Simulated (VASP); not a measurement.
# MgSe (Fm-3m) in VASP: single point with PBE

Aim: the single point of MgSe with PBE.

Everything below comes from runs of VASP 6.6.1. Logs are shortened: lines on timing, memory, paths and dates and some standing lists are left out, and cuts for length are marked.

**1. The crystal as given**

The structure is cubic, space group Fm-3m (No. 225). The conventional cell has a = 5.451 Å, b = 5.451 Å, c = 5.451 Å, α = 90.00°, β = 90.00°, γ = 90.00°. Se (site symmetry m-3m) has 6 Mg at 2.73 Å as nearest neighbours. Mg (site symmetry m-3m) has 6 Se at 2.73 Å as nearest neighbours.

**2. Single point, PBE**

File INCAR:

```
PREC = Accurate
ENCUT = 520
EDIFF = 1E-7
ISMEAR = 0
SIGMA = 0.02
LREAL = False
LASPH = True
NELM = 80
ALGO = Normal
ISIF = 2
LWAVE = False
LCHARG = False
GGA = PE
NBANDS = 11
```

File KPOINTS:

```
Automatic mesh
0
Gamma
  3 3 3
```

File POSCAR:

```
MgSe
1.0
    0.0000000000      2.7255000000      2.7255000000
    2.7255000000      0.0000000000      2.7255000000
    2.7255000000      2.7255000000      0.0000000000
Se Mg
1 1
Direct
    0.5000000000      0.5000000000      0.5000000000
    0.0000000000      0.0000000000      0.0000000000
```

Potentials or basis: VASP PAW PBE potentials, release 64 (Se, Mg).

On the command line:

```console
cat potpaw_PBE.64/Se/POTCAR potpaw_PBE.64/Mg/POTCAR > POTCAR
mpirun -np 1 vasp_std > vasp.out
```

OUTCAR:

```text
PREC = Accurate
   ENCUT = 520
   EDIFF = 1E-7
   ISMEAR = 0
   LREAL = False
   LASPH = True
   NELM = 80
   ISIF = 2
   GGA = PE

 ion  position               nearest neighbor table
   1  0.500  0.500  0.500-   2 2.73   2 2.73   2 2.73   2 2.73   2 2.73   2 2.73
   2  0.000  0.000  0.000-   1 2.73   1 2.73   1 2.73   1 2.73   1 2.73   1 2.73

  LATTYP: Found a face centered cubic cell.
 ALAT       =     5.4510000000

  Lattice vectors:

 A1 = (   0.0000000000,   2.7255000000,   2.7255000000)
 A2 = (   2.7255000000,   0.0000000000,   2.7255000000)
 A3 = (   2.7255000000,   2.7255000000,   0.0000000000)

Analysis of symmetry for initial positions (statically):
=====================================================================
 Subroutine PRICEL returns:
 Original cell was already a primitive cell.

 Routine SETGRP: Setting up the symmetry group for a
 face centered cubic supercell.

 Subroutine GETGRP returns: Found 48 space group operations
 (whereof 48 operations were pure point group operations)
 out of a pool of 48 trial point group operations.

The static configuration has the point symmetry O_h .

Analysis of symmetry for dynamics (positions and initial velocities):
=====================================================================
 Subroutine PRICEL returns:
 Original cell was already a primitive cell.

 Routine SETGRP: Setting up the symmetry group for a
 face centered cubic supercell.

 Subroutine GETGRP returns: Found 48 space group operations
 (whereof 48 operations were pure point group operations)
 out of a pool of 48 trial point group operations.

The dynamic configuration has the point symmetry O_h .

 Subroutine INISYM returns: Found 48 space group operations
 (whereof 48 operations are pure point group operations),
 and found     1 'primitive' translations

----------------------------------------------------------------------------------------

                                     Primitive cell

  volume of cell :      40.4919

  direct lattice vectors                    reciprocal lattice vectors
     0.000000000  2.725500000  2.725500000    -0.183452578  0.183452578  0.183452578
     2.725500000  0.000000000  2.725500000     0.183452578 -0.183452578  0.183452578
     2.725500000  2.725500000  0.000000000     0.183452578  0.183452578 -0.183452578

  length of vectors
     3.854439064  3.854439064  3.854439064     0.317749185  0.317749185  0.317749185

  position of ions in fractional coordinates (direct lattice)
     0.500000000  0.500000000  0.500000000
     0.000000000  0.000000000  0.000000000

  ion indices of the primitive-cell ions
   primitive index   ion index
                 1           1
                 2           2

----------------------------------------------------------------------------------------

 KPOINTS: Automatic mesh

Automatic generation of k-mesh.
 Grid dimensions read from file:
 generate k-points for:    3    3    3

 Generating k-lattice:

  Cartesian coordinates                     Fractional coordinates (reciprocal lattice)
    -0.061150859  0.061150859  0.061150859     0.333333333  0.000000000  0.000000000
     0.061150859 -0.061150859  0.061150859     0.000000000  0.333333333  0.000000000
     0.061150859  0.061150859 -0.061150859     0.000000000  0.000000000  0.333333333

  Length of vectors
     0.105916395  0.105916395  0.105916395

  Shift w.r.t. Gamma in fractional coordinates (k-lattice)
     0.000000000  0.000000000  0.000000000

 Subroutine IBZKPT returns following result:
 ===========================================

 Found      4 irreducible k-points:

 Following reciprocal coordinates:
            Coordinates               Weight
  0.000000  0.000000  0.000000      1.000000
  0.333333  0.000000  0.000000      8.000000
  0.333333  0.333333  0.000000      6.000000
 -0.333333  0.333333  0.000000     12.000000
   k-points           NKPTS =      4   k-points in BZ     NKDIM =      4   number of bands    NBANDS=     11
   number of dos      NEDOS =    301   number of ions     NIONS =      2
   total plane-waves  NPLWV =  27000
   dimension x,y,z NGX =    30 NGY =   30 NGZ =   30
   dimension x,y,z NGXF=    60 NGYF=   60 NGZF=   60
   ions per type =               1   1
   NGX,Y,Z   is equivalent  to a cutoff of  12.94, 12.94, 12.94 a.u.
   NGXF,Y,Z  is equivalent  to a cutoff of  25.88, 25.88, 25.88 a.u.
 SYSTEM =  unknown system
   PREC   = accura    normal or accurate (medium, high low for compatibility)
   ISTART =      0    job   : 0-new  1-cont  2-samecut
   ICHARG =      2    charge: 1-file 2-atom 10-const
   ISPIN  =      1    spin polarized calculation?
   LNONCOLLINEAR =      F non collinear calculations
   LSORBIT =      F    spin-orbit coupling
   LASPH  =      T    aspherical Exc in radial PAW
   ENCUT  =  520.0 eV  38.22 Ry    6.18 a.u.   7.17  7.17  7.17*2*pi/ulx,y,z
   NELM   =     80;   NELMIN=  2; NELMDL= -5     # of ELM steps
   EDIFF  = 0.1E-06   stopping-criterion for ELM
   LREAL  =      F    real-space projection
   EDIFFG = 0.1E-05   stopping-criterion for IOM
   NSW    =      0    number of steps for IOM
   IBRION =     -1    ionic relax: 0-MD 1-quasi-New 2-CG
   NFREE  =      0    steps in history (QN), initial steepest desc. (CG)
   ISIF   =      2    stress and relaxation
   ISYM   =      2    0-nonsym 1-usesym 2-fastsym
   POTIM  = 0.5000    time-step for ionic-motion
   TEBEG  =    0.0;   TEEND  =   0.0 temperature during run
   PSTRESS=    0.0 pullay stress
   NELECT =       8.0000    total number of electrons
   NUPDOWN=      -1.0000    fix difference up-down
   EMIN   =  10.00;   EMAX   =-10.00  energy-range for DOS
   EFERMI =   0.00;   METHOD = LEGACY
   ISMEAR =     0;   SIGMA  =   0.02  broadening in eV -4-tet -1-fermi 0-gaus
   EFERMI_NEDOS =   21; number of points for ismear=-14 and -15
   IALGO  =     38    algorithm
   IMIX   =      4    mixing-type and parameters
     AMIX     =   0.40;   BMIX     =  1.00
     AMIX_MAG =   1.60;   BMIX_MAG =  1.00
  volume/ion in A,a.u.               =      20.25       136.63
  Fermi-wavevector in a.u.,A,eV,Ry     =   0.953488  1.801831 12.369596  0.909140
  Thomas-Fermi vector in A             =   2.082148
   LORBIT       =      0    0 simple, 1 ext, 2 COOP (PROOUT), +10 PAW based schemes
   GGA     = PE    functional components
   LHFCALC =     F    Hartree Fock is set to
   AEXX    =    0.0000 exact exchange contribution
   IVDW    =     0    specifies the selected vdW correction
   LEPSILON=     F    determine dielectric tensor
   LRPA    =     F    only Hartree local field effects (RPA)
 non-spin polarized calculation
 Gauss-broadening in eV      SIGMA  =   0.02
  energy-cutoff  :      520.00
  volume of cell :       40.49
 maximum number of plane-waves:      1113
 NGX is ok and might be reduce to    30
   NGX = 15   NGY = 15   NGZ = 15

 number of electron       8.0000001 magnetization

 Free energy of the ion-electron system (eV)
  ---------------------------------------------------
  ext. energy  EPLUGINS =         0.00000000
  ---------------------------------------------------
  free energy    TOTEN  =        -7.18061347 eV

  energy without entropy =       -7.18061347  energy(sigma->0) =       -7.18061347

 E-fermi :   3.4266     XC(G=0):  -9.4534

 val. band max:        3.3371477329   @ k =   0.0000   0.0000   0.0000
 cond. band min:       5.8910234739   @ k =   0.0000   0.0000   0.0000
 fundamental gap:      2.5538757410
 Fermi energy:         3.4266330135

 k-point     1 :       0.0000    0.0000    0.0000
  band No.  band energies     occupation
      1      -9.5980      2.00000
      2       3.3371      2.00000
      3       3.3371      2.00000
      4       3.3371      2.00000
      5       5.8910      0.00000
      6      10.6752      0.00000
      7      10.6752      0.00000
      8      10.6752      0.00000
      9      13.2335      0.00000
     10      13.2335      0.00000
     11      14.2588      0.00000

 k-point     2 :       0.3333    0.0000    0.0000
  band No.  band energies     occupation
      1      -8.8052      2.00000
      2      -0.7235      2.00000
      3       2.8758      2.00000
      4       2.8758      2.00000
      5       7.2963      0.00000
      6       9.7968      0.00000
      7       9.7968      0.00000
      8      11.8708      0.00000
      9      13.2121      0.00000
     10      14.0546      0.00000
     11      14.0546      0.00000

 k-point     3 :       0.3333    0.3333    0.0000
  band No.  band energies     occupation
      1      -8.5647      2.00000
      2      -0.2404      2.00000
      3       1.8793      2.00000
      4       1.8793      2.00000
      5       6.1450      0.00000
      6       7.7468      0.00000
      7      12.4255      0.00000
      8      13.9690      0.00000
      9      13.9690      0.00000
     10      14.9191      0.00000
     11      18.4573      0.00000

 k-point     4 :      -0.3333    0.3333    0.0000
  band No.  band energies     occupation
      1      -8.1920      2.00000
      2      -0.4908      2.00000
      3      -0.1079      2.00000
      4       2.1308      2.00000
      5       6.8179      0.00000
      6      10.6089      0.00000
      7      11.3675      0.00000
      8      12.3065      0.00000
      9      13.4562      0.00000
     10      14.9737      0.00000
     11      17.9412      0.00000

------------------------ aborting loop because EDIFF is reached ----------------------------------------

  FORCE on cell =-STRESS in cart. coord.  units (eV):
  Direction    XX          YY          ZZ          XY          YZ          ZX
  --------------------------------------------------------------------------------------
  -------------------------------------------------------------------------------------
  Total        0.8993306      0.8993306      0.8993306      0.0000000     -0.0000000      0.0000000
  in kB       35.5845437     35.5845437     35.5845437      0.0000000     -0.0000000      0.0000000
  external PRESSURE =      35.5845437 kB  Pullay stress =       0.0000000 kB

 VOLUME and BASIS-vectors are now :
 -----------------------------------------------------------------------------
  energy-cutoff  :      520.00
  volume of cell :       40.49
      direct lattice vectors                 reciprocal lattice vectors
     0.000000000  2.725500000  2.725500000    -0.183452578  0.183452578  0.183452578
     2.725500000  0.000000000  2.725500000     0.183452578 -0.183452578  0.183452578
     2.725500000  2.725500000  0.000000000     0.183452578  0.183452578 -0.183452578

 POSITION                                       TOTAL-FORCE (eV/Angst)
 -----------------------------------------------------------------------------------
      2.72550      2.72550      2.72550        -0.000000     -0.000000     -0.000000
      0.00000      0.00000      0.00000         0.000000      0.000000      0.000000
 -----------------------------------------------------------------------------------
    total drift:                               -0.000000     -0.000000      0.000000

  FREE ENERGIE OF THE ION-ELECTRON SYSTEM (eV)
  ---------------------------------------------------
  free  energy   TOTEN  =        -7.1806134687 eV

  energy  without entropy=       -7.1806134687  energy(sigma->0) =       -7.18061347
```

It took 4.7 s on 1 thread of Intel Xeon Platinum 8488C (Sapphire Rapids), shared host; peak memory 0.16 GiB.

What came out:

| Item | Value |
| --- | --- |
| Free energy | -7.1806 eV |
| Pressure | 3.6 GPa |
| Band gap on the k mesh | 2.55 eV, direct |

Levels at points of the mesh, in eV from the valence-band top:
```csv
k point,band 1,band 2,band 3,band 4,band 5,band 6,band 7,band 8
"(0.00, 0.00, 0.00)",-12.94,0.00,0.00,0.00,2.55,7.34,7.34,7.34
```

Caveat: the k mesh is coarse (spacing up to 0.67 Å⁻¹), so the values aren't converged; an odd mesh through Γ misses points on the zone boundary, where band edges often lie.
